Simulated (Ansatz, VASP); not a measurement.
Ag in VASP and in Ansatz

```xyz
2
Lattice="0.0000 3.0016 3.0016 3.0016 0.0000 3.0016 3.0016 3.0016 0.0000" Properties=species:S:1:pos:R:3 pbc="T T T"
Ag   -0.7504   -0.7504   -0.7504
Ag    0.7504    0.7504    0.7504
```

Change from the starting cell: volume scaled by 0.9, LAPW.

Alike in both runs: task single point; functional PBE; k mesh 12 × 12 × 12; occupations fermi-dirac, width 0.1 eV; no spin polarisation.

|  | VASP | Ansatz |
| --- | --- | --- |
| version | VASP 6.6.1 | Ansatz 0.2.0 |
| potentials or method | VASP PAW PBE potentials, release 64 (Ag), cutoff 520 eV | all-electron LAPW, scalar-relativistic |

Ansatz gave:

* pressure (GPa): 4.3

Question: Which values does VASP return?

Answer: Pressure (GPa): 4.2.

Ansatz ran all-electron here, so the differences hold the error of VASP's frozen core and of both bases.
